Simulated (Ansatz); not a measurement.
# TaSi2As4 monolayer in a perpendicular field, part 2 of 2

Wanted: the out-of-plane response of the TaSi2As4 monolayer. A positive field points along +c.

Ansatz 0.2.0; plane-wave DFT, PBE-D3(BJ), Ansatz PAW (set soft_1); PAW set soft_1.

So far. Step 2 (Relaxing the slab): The lattice constant a goes from 3.630 to 3.634 Å.

### 3. Atoms held, field 0

A sawtooth potential applies the field, turning back in the middle of the vacuum. With the dipole correction the typed value is the field outside the slab. The induced dipole is small, so the SCF threshold is tight.

The cell differs from the one that the last finished run ended in (c 49.788 → 27.958 Å).

input.yaml

```yaml
crystal:
  lattice:
    - [3.6340277418, 0.0, 0.0]
    - [-1.8170138709, 3.1471603425, 0.0]
    - [0.0, 0.0, 27.9576522907]
  atoms:
    - { symbol: As, position: [0.0, 0.0, 0.3219154422] }
    - { symbol: Si, position: [0.3333333333, 0.6666666667, 0.3612267671] }
    - { symbol: As, position: [0.3333333333, 0.6666666667, 0.4450802124] }
    - { symbol: Ta, position: [0.0, 0.0, 0.5] }
    - { symbol: As, position: [0.3333333333, 0.6666666667, 0.5549197876] }
    - { symbol: Si, position: [0.3333333333, 0.6666666667, 0.6387732329] }
    - { symbol: As, position: [0.0, 0.0, 0.6780845578] }
kpoints:
  mp_grid: { grid: [18, 18, 1] }
  band_path:
    path: [[0, 0, 0], [0.5, 0, 0], [0.33333333, 0.33333333, 0], [0, 0, 0]]
    npoints: 16
hamiltonian:
  xc: pbe
  dispersion: d3bj
  pseudopotentials: { kind: paw, azcp: { folder: soft_1 } }
scf:
  occupations: { method: fermi_dirac, width: 0.02585 }
  convergence: { dr2_threshold: 1.0e-10 }
efield:
  axis: 3
  dipole_correction: true
  ramp_position: 0.97
  ramp_width: 0.06
  amplitude: 0
output:
  dos: { projected: true, e_range: [-6, 5] }
  write_potential: true
  write_density: true
  volumetric_format: npy
  elf: true
```

Run with:

```console
> ansatz run input.yaml --threads 4 --pin off --max-ram 6144MiB --backend cpu --events-out ev --progress --plain --runs-dir out
```

Numbers of over 12 decimals in the logs are rounded to 6 here.

The log of the run:

```text
[...]
Crystal: 7 atoms, lattice volume = 319.748 Å³
Basis set: ecut = 420 eV, 6189 PW (Γ)
Bands: 49, of which v1, the nominal top of the filled ones, is band 41 counted from 1 (40 counted from 0)
Symmetry: 6 space group operations
k-points: 37 of 324 (time reversal used)
[...]
SCF iter   1: F=—  HF=-30633.412755 eV  |F-HF|=—  |Δ(HF+E_count)|=         —  Δρ=2.57e-2  dr2=3.24e0  ethr=3.10e-3  p=0.000 e·Å  D=1.27e-13 V/Å  ΔV_dip=-0.00 eV  dr2_dipole=3.34e-9  V_vac-E_F(+/−)=6.63/6.63 eV  ⟨swp⟩=9.9  Hψ=8044  notcnv=0
efield: sawtooth ramp at fractional position 0.9700 (set: `efield.ramp_position`, or a place that a band, a saddle search or an elastic batch's reference lends), width 0.0600; the density the first Hamiltonian is built on has a dipole p = 0.000 e·Å; the dipole correction subtracts the counter field D = 1.27e-13 V/Å, which shifts the + side's vacuum level by -0.00 eV against the − side's; the planar-averaged density in the ramp window peaks in size at 6.1e-7 e/Å³
[...]
SCF iter   2: F=—  HF=-30633.064153 eV  |F-HF|=—  |Δ(HF+E_count)|=   3.49e-1  Δρ=9.53e-3  dr2=2.14e0  ethr=3.10e-3  p=0.001 e·Å  D=4.00e-4 V/Å  ΔV_dip=-0.01 eV  dr2_dipole=2.11e-5  V_vac-E_F(+/−)=3.48/3.49 eV  ⟨swp⟩=4.2  Hψ=3426  notcnv=0  defer=94
[...]
SCF iter  13: F=-30632.781328 eV  HF=-30632.781328 eV  |F-HF|=4.37e-11  |Δ(HF+E_count)|=  2.62e-10  Δρ=7.17e-8  dr2=3.14e-11  ethr=1.00e-12  p=-0.000 e·Å  D=-3.01e-8 V/Å  ΔV_dip=0.00 eV  dr2_dipole=4.91e-14  V_vac-E_F(+/−)=4.91/4.91 eV  ⟨swp⟩=13.3  Hψ=6531  notcnv=0
SCF 1 converged in 13 iterations: F = -30632.781328 eV  dr2 = 3.14e-11
[...]
NSCF: frozen V_eff on 49 k-points
efield: sawtooth ramp at fractional position 0.9700 (kept from the solve that this one continues, or follows in the run), width 0.0600; the density the first Hamiltonian is built on has a dipole p = -0.000 e·Å; the dipole correction subtracts the counter field D = -3.01e-8 V/Å, which shifts the + side's vacuum level by +0.00 eV against the − side's; the planar-averaged density in the ramp window peaks in size at 6.6e-7 e/Å³
WARN: The output density's exchange-correlation potential varies sharply where the density is thin. Do not read a vacuum level from v_tot or v_xc, or from such a field of the output density. On a cell that repeats whose density bears no net charge and no dipole along the vacuum's axis use v_es (v_loc + v_h of the components); under efield.dipole_correction with no amplitude use v_es + v_field, which holds any externa [...]
SCF converged after 13 iterations
Free energy (F): -30632.781328 eV
[...]
Internal energy: -30632.775577 eV  (E = F + TS)
E sigma→0 (E₀):  -30632.778453 eV
Entropy (-TS):   -0.005751 eV (-0.822 meV/atom)
Fermi energy:    1.665041 eV
Dipole field:    D = 0.000000 V/Å  (p = 0.000000 e·Å, saw-weighted, corrected)
Work function:   Φ+ = 4.9138 eV   Φ− = 4.9138 eV
Levels:          The Fermi level and band energies are counted from a zero that moves with the ramp; work functions are not
[...]
--- Band table (eV; the first three rows and the last of 37) ---
  k-point 0: bands = [... 37 lower, 0.9798, 1.4048, 1.4048, 1.9966, 3.9849, 4.0760, 4.5955, 4.5955, ... 4 higher]
  k-point 1: bands = [... 37 lower, 0.8964, 1.3171, 1.3391, 2.0242, 4.2467, 4.2861, 4.5702, 4.6579, ... 4 higher]
  k-point 2: bands = [... 37 lower, 0.6916, 1.1264, 1.1635, 2.0043, 4.1015, 4.1183, 4.8787, 4.9508, ... 4 higher]
  k-point 36: bands = [... 37 lower, -0.9306, 0.0215, 0.8413, 2.4076, 3.2237, 3.3589, 3.6461, 4.3767, ... 4 higher]
```

It took 62 s on 4 threads of Intel Xeon at 2.50GHz (Skylake/Cascade Lake), shared host; peak memory 1.1 GiB.

In the SCF lines HF is the Harris–Foulkes energy and dr2 the Hartree energy of the density residual, in eV; the loop may stop once dr2 is under the threshold and the program's other checks hold. Hψ counts applications of the Hamiltonian.

This step gave:

```yaml
energy_at_zero_smearing: -30632.7785 eV
work_function_upper_face: 4.914 eV
dipole_along_the_normal: 3.63e-7 e·Å
```

Running mean over a fixed 2.8 Å (it still follows the layers) of the planar mean; the ramp of the sawtooth is left out. Electron's electrostatic potential energy less the Fermi level against z:

z (Å), electron's electrostatic potential energy less the Fermi level (eV) and a bar from the least value:
```
        4       4.91 ##############################
        5       4.91 ##############################
        6       4.86 ##############################
        7       3.95 ############################
        8       1.17 #####################
        9      -3.27 #########
       10      -3.98 ########
       11      -2.67 ###########
       12      -1.49 ##############
       13      -5.52 ####
       14      -7.02 
       15      -5.38 ####
       16      -1.43 ##############
       17      -2.79 ###########
       18      -4.04 #######
       19      -3.11 ##########
       20       1.32 #####################
       21       4.04 ############################
       22       4.86 ##############################
       23       4.91 ##############################
       24       4.91 ##############################
```

The density of states has structure finer than the step of the table below, so its rows give means over 0.25 eV, whole bins alone (the curve runs from -6 to 1.99 eV). Peaks (eV: height): -4.680: 7.55, -4.100: 12.2, -3.160: 7.52, -2.500: 7.87, -1.670: 14.5, -1.420: 9.17, -1.180: 10.1.

Table of density of states by energy, zero at the Fermi level; means over each step:

energy (eV), density of states (states/eV a cell) and a bar:
```
    -5.75        0.5 ##
    -5.50        0.7 ###
    -5.25        1.2 #####
    -5.00        1.0 ####
    -4.75        4.6 ###################
    -4.50        3.9 ################
    -4.25        3.1 #############
    -4.00        5.7 #######################
    -3.75        2.4 ##########
    -3.50        3.8 ###############
    -3.25        3.7 ###############
    -3.00        3.5 ##############
    -2.75        4.2 #################
    -2.50        5.5 ######################
    -2.25        5.4 ######################
    -2.00        6.1 #########################
    -1.75        5.4 ######################
    -1.50        5.9 ########################
    -1.25        7.4 ##############################
    -1.00        5.0 ####################
    -0.75        2.5 ##########
    -0.50        1.2 #####
    -0.25        2.3 #########
     0.00        3.0 ############
     0.25        1.9 ########
     0.50        0.6 ##
     0.75        0.1 #
     1.00        0.0 
     1.25        0.0 
     1.50        2.6 ###########
     1.75        3.4 ##############
```

Projected DOS per atom over height of the atomic layer and energy from the Fermi level. Layers: As Si As Ta As Si As from below.

Values in states/eV, 22 rows by 7 columns, each cell a mean:
```
0.41 0.53 0.16 0.70 0.16 0.53 0.41
0.24 0.33 0.10 0.45 0.10 0.33 0.24
0.00 0.00 0.00 0.00 0.00 0.00 0.00
0.01 0.01 0.01 0.15 0.01 0.01 0.01
0.08 0.06 0.07 0.94 0.07 0.06 0.08
0.09 0.10 0.18 1.89 0.18 0.10 0.09
0.08 0.04 0.30 0.87 0.30 0.04 0.08
0.21 0.08 0.50 0.75 0.50 0.08 0.21
0.79 0.24 1.33 1.35 1.33 0.24 0.79
1.14 0.28 1.11 1.25 1.11 0.28 1.14
0.95 0.42 0.65 0.89 0.65 0.42 0.95
1.24 0.54 0.73 0.70 0.73 0.54 1.24
0.96 0.60 0.76 0.59 0.76 0.60 0.96
0.52 0.48 0.53 0.54 0.53 0.48 0.52
0.62 0.49 0.45 0.55 0.45 0.49 0.62
0.42 0.37 0.42 0.49 0.42 0.37 0.42
0.55 0.58 0.77 0.71 0.77 0.58 0.55
0.32 0.37 0.66 0.50 0.66 0.37 0.32
0.57 0.69 0.84 0.59 0.84 0.69 0.57
0.03 0.04 0.04 0.04 0.04 0.04 0.03
0.24 0.21 0.16 0.04 0.16 0.21 0.24
0.10 0.09 0.04 0.02 0.04 0.09 0.10
```
Columns: height of the atomic layer (Å) from 9 to 19.0 (not evenly spaced); rows upwards: energy from the Fermi level (eV) from -5.96 to 1.96.

Electronic bands along the path, in eV, zero at the Fermi level:

| point | band 37 | band 38 | band 39 | band 40 | band 41 | band 42 | band 43 | band 44 |
| --- | --- | --- | --- | --- | --- | --- | --- | --- |
| Γ | -0.69 | -0.69 | -0.26 | -0.26 | 0.33 | 2.32 | 2.41 | 2.93 |
| halfway | -1.75 | -1.22 | -1.12 | -1.03 | -0.09 | 1.79 | 1.92 | 2.57 |
| M | -1.94 | -1.72 | -1.70 | -0.66 | -0.30 | 1.46 | 1.50 | 1.98 |
| halfway | -2.23 | -1.98 | -1.62 | -1.10 | 0.14 | 1.70 | 2.37 | 2.37 |
| K | -2.99 | -2.60 | -1.64 | -0.82 | 0.74 | 1.56 | 1.69 | 1.98 |
| halfway | -2.01 | -1.41 | -1.21 | -1.08 | -0.06 | 2.23 | 2.59 | 2.82 |
| Γ | -0.69 | -0.69 | -0.26 | -0.26 | 0.33 | 2.32 | 2.41 | 2.93 |

Valence density in the ca plane at fractional y = 0.667, with atoms of Si and As within 0.2 Å of it. It is the smooth field of the valence electrons, not physical close to the nuclei.

Ten steps, logarithmic in the rise over the least value, from '0' (0 e/Å³) to '9' (29 e/Å³), each cell a mean:
```
00000000000000000001111100000001111111100000
00000000000000000001111100000000111111000000
00000000000000000000111110000011111111110000
00000000000000000000111111111122211112221111
00000000000000000000011111112465311113664211
00000000000000000000011111223798411125996222
00000000000000000000011111222687311124885222
00000000000000000000011111111343211112342111
00000000000000000000111111001111111111111000
```
Columns run along c (16.0 Å, from fractional 0.06 to 0.63 of the cell), rows up along a (3.6 Å). Atoms in or near the plane, at fractional coordinates: Si at (0.36, 0.33), As at (0.45, 0.33), As at (0.55, 0.33).

ELF in the ca plane at fractional y = 0.667, with atoms of Si and As within 0.2 Å of it. It is the smooth field of the valence electrons, not physical close to the nuclei.

Ten even steps from '0' (0.00) to '9' (0.88), each cell a mean:
```
00001256776665421123432111244321124666677652
00001357776555310012321121123210013556677753
00000135666777532245663112366532235777666531
00000012346788765567786323687765567887543210
00000000124665578864466424654468875566421000
00000000013434579851135424521158975434310000
00000000013544479852146424641268974445310000
00000001235787677766677424776667766787532100
00000124556788643457775212577654346887655421
```
Columns run along c (16.0 Å, from fractional 0.19 to 0.76 of the cell), rows up along a (3.6 Å). Atoms in or near the plane, at fractional coordinates: Si at (0.36, 0.33), As at (0.45, 0.33), As at (0.55, 0.33), Si at (0.64, 0.33).

Electrostatic potential energy in the ca plane at fractional y = 0.667, with atoms of Si and As within 0.2 Å of it. With pseudopotentials it is smooth inside the atoms' cores, unlike the true potential.

Ten even steps from '0' (-23 eV) to '9' (7 eV), each cell a mean:
```
99999999999999999998667889999998765568899999
99999999999999999998657889999998764468999999
99999999999999999998777788999888876678888998
99999999999999999999876445787544677776445787
99999999999999999999862000474465368863663474
99999999999999999999850130262799358844996351
99999999999999999999860010363698358853995362
99999999999999999999874112675333478874333676
99999999999999999998877667888766776777667888
```
Columns run along c (16.0 Å, from fractional 0.06 to 0.63 of the cell; values clipped at the 3rd and 97th percentile), rows up along a (3.6 Å). Atoms in or near the plane, at fractional coordinates: Si at (0.36, 0.33), As at (0.45, 0.33), As at (0.55, 0.33).

The work function of the upper face is 4.91 eV.

### 4. Atoms held, field 0.1 V/Å

Changes to input.yaml since step 3:

```diff
@@ -28,7 +28,6 @@
   dipole_correction: true
-  ramp_position: 0.97
-  ramp_width: 0.06
-  amplitude: 0
+  ramp_position: 0.9603
+  ramp_width: 0.0794
+  amplitude: 0.1
 output:
-  dos: { projected: true, e_range: [-6, 5] }
   write_potential: true
@@ -36,2 +35 @@
   volumetric_format: npy
-  elf: true
```

The log of the run:

```text
[...]
Crystal: 7 atoms, lattice volume = 319.748 Å³
Basis set: ecut = 420 eV, 6189 PW (Γ)
Bands: 49, of which v1, the nominal top of the filled ones, is band 41 counted from 1 (40 counted from 0)
Symmetry: 6 space group operations
k-points: 37 of 324 (time reversal used)
[...]
k-point 0: bands = [... 37 lower, 0.9809, 1.4047, 1.4047, 1.9962, 3.9792, 4.0807, 4.5934, 4.5934, ... 4 higher]
  k-point 1: bands = [... 37 lower, 0.8975, 1.3167, 1.3389, 2.0238, 4.2364, 4.2950, 4.5668, 4.6601, ... 4 higher]
  k-point 2: bands = [... 37 lower, 0.6925, 1.1259, 1.1633, 2.0040, 4.0877, 4.1306, 4.8766, 4.9507, ... 4 higher]
  k-point 36: bands = [... 37 lower, -0.9313, 0.0210, 0.8414, 2.4071, 3.2231, 3.3585, 3.6454, 4.3764, ... 4 higher]
[key lines of the parts left out:]
SCF converged after 13 iterations
Free energy (F): -30632.785145 eV
Fermi energy:    1.664650 eV
Dipole field:    D = 0.043199 V/Å  (p = 0.076335 e·Å, saw-weighted, corrected)
```

It took 59 s on 4 threads; peak memory 1 GiB; 3.6 min of CPU time.

The dipole is 0.0763 e·Å.

### 5. Single point, field -0.1 V/Å

Changes to input.yaml since step 4:

```diff
@@ -30,3 +30,3 @@
   ramp_width: 0.0794
-  amplitude: 0.1
+  amplitude: -0.1
 output:
```

The log of the run:

```text
[...]
Crystal: 7 atoms, lattice volume = 319.748 Å³
Basis set: ecut = 420 eV, 6189 PW (Γ)
Bands: 49, of which v1, the nominal top of the filled ones, is band 41 counted from 1 (40 counted from 0)
Symmetry: 6 space group operations
k-points: 37 of 324 (time reversal used)
[...]
k-point 0: bands = [... 37 lower, 0.9809, 1.4047, 1.4047, 1.9962, 3.9792, 4.0807, 4.5934, 4.5934, ... 4 higher]
  k-point 1: bands = [... 37 lower, 0.8975, 1.3167, 1.3389, 2.0238, 4.2364, 4.2950, 4.5668, 4.6601, ... 4 higher]
  k-point 2: bands = [... 37 lower, 0.6925, 1.1259, 1.1633, 2.0040, 4.0877, 4.1306, 4.8766, 4.9507, ... 4 higher]
  k-point 36: bands = [... 37 lower, -0.9313, 0.0210, 0.8414, 2.4071, 3.2231, 3.3585, 3.6454, 4.3764, ... 4 higher]
[key lines of the parts left out:]
SCF converged after 13 iterations
Free energy (F): -30632.785145 eV
Fermi energy:    1.664650 eV
Dipole field:    D = -0.043199 V/Å  (p = -0.076335 e·Å, saw-weighted, corrected)
```

Run time: 56 s. Hardware: 4 threads; peak memory 1 GiB; 3.5 min of CPU time.

The dipole is -0.0763 e·Å.

### 6. Response, atoms held

This step: plane-wave DFT, PBE-D3(BJ), Ansatz PAW (set soft_1); response to a field along the normal, atoms held; PAW set soft_1 (Ansatz 0.2.0).

The dipoles give the slope, and the difference of two potentials shows where the field is screened.

Numbers from this step:

```
equivalent conductor thickness p/(ε₀AE) : 12.08 Å
distance between the outer atoms        : 9.958 Å
```

Dipole of the cell against applied field:

```
applied field (V/Å)  dipole of the cell (e·Å)
            -0.1000                   -0.0763
             0.0000                    3.6e-7
             0.1000                    0.0763
```

Local field over the applied field, running mean. From the potentials at -0.1 and 0.1 V/Å; running mean over 2.5 Å. The local field over applied field by z:

| z (Å) | local field over applied field |
| --- | --- |
| 4.5 | 0.998 |
| 5.0 | 0.994 |
| 5.5 | 0.983 |
| 6.0 | 0.954 |
| 6.5 | 0.887 |
| 7.0 | 0.763 |
| 7.5 | 0.594 |
| 8.0 | 0.415 |
| 8.5 | 0.243 |
| 9.0 | 0.111 |
| 9.5 | 0.0573 |
| 10.0 | 0.0521 |
| 10.5 | 0.0556 |
| 11.0 | 0.0674 |
| 11.5 | 0.0700 |
| 12.0 | 0.0468 |
| 12.5 | 0.0305 |
| 13.0 | 0.0298 |
| 13.5 | 0.0239 |
| 14.0 | 0.0182 |
| 14.5 | 0.0248 |
| 15.0 | 0.0299 |
| 15.5 | 0.0311 |
| 16.0 | 0.0490 |
| 16.5 | 0.0706 |
| 17.0 | 0.0663 |
| 17.5 | 0.0550 |
| 18.0 | 0.0520 |
| 18.5 | 0.0589 |
| 19.0 | 0.119 |
| 19.5 | 0.256 |
| 20.0 | 0.430 |
| 20.5 | 0.609 |
| 21.0 | 0.775 |
| 21.5 | 0.894 |
| 22.0 | 0.957 |
| 22.5 | 0.984 |
| 23.0 | 0.995 |
| 23.5 | 0.998 |

The induced electron density oscillates, so the rows of the table below give means over windows of 1 Å about each position, cut where the curve ends. Its maxima inside the range that stand out by 2 % of the span (Å: e/Å³ per V/Å): 7.9: 0.00359, 9.5: 7.3e-4, 11.1: 6.3e-4, 12.4: 6.0e-4, 14.6: 8.2e-4, 16.2: 3.2e-5, 17.8: 0.00146, 18.8: -5.6e-4. Its minima: 9.2: 5.6e-4, 10.2: -0.00146, 11.8: -3.2e-5, 13.4: -8.2e-4, 15.6: -6.0e-4, 16.9: -6.3e-4, 18.5: -7.3e-4, 20.1: -0.00359.

Electrons, planar mean, per unit field. The induced electron density by z; means over each step:

z (Å), induced electron density (e/Å³ per V/Å) and a bar from the least value:
```
        5    0.00003 ###############
        6    0.00026 ################
        7    0.00153 #######################
        8    0.00299 ##############################
        9    0.00075 ###################
       10   -0.00065 ############
       11    0.00025 ################
       12    0.00027 ################
       13   -0.00008 ###############
       14    0.00003 ###############
       15    0.00002 ###############
       16   -0.00026 ##############
       17   -0.00020 ##############
       18    0.00059 ##################
       19   -0.00078 ###########
       20   -0.00305 
       21   -0.00143 ########
       22   -0.00024 ##############
       23   -0.00003 ###############
```

By hand: between -0.1 and 0.1 V/Å the dipole changes by 0.1527 e·Å, a slope of 0.7633 e·Å²/V. A perfect conductor of thickness t has p = ε₀AEt, so t = 180.95 × 0.7633 / 11.437 = 12.08 Å (e/ε₀ = 180.95 V·Å, A in Å²).

The induced dipole is that of a conductor 12.08 Å thick.

### 7. Summary of results

* gap without field: none
* work function, upper face: 4.91 eV
* equivalent conductor thickness, atoms held: 12.1 Å

The induced dipole equals that of a perfect conductor 12.08 Å thick, while the outer atoms lie 9.96 Å apart. There is no gap over 0.03 eV, with or without the field. The first relaxation ran with spin and lost its moment, and the later runs have none; other magnetic states were not tried. Spin-orbit coupling is left out, which matters for the bands of elements this heavy. The outer anions sit over the metal atoms, one of several polytypes of such layers and not the lowest for every compound.

[Logs are printed without paths, hosts, clocks, repeated set-up lines and the standing remarks that a program may print on its own settings, such as how far it seeks lower states.]

[Hosts, paths, dates, database ids (printed as entryN), source tags and the programs' standing remarks are cut or masked in the printed files.]

[Maps of the electrostatic potential energy from Ansatz leave out the sawtooth potential of an applied field or a dipole correction, so their vacuum need not be flat; planar profiles and work functions include it.]

[The density of states shown here was stored with 400 of the rows of the run's finer table, so its peaks can read low, often by over a quarter, or be missed, and its means over a window can be off by a tenth or more.]
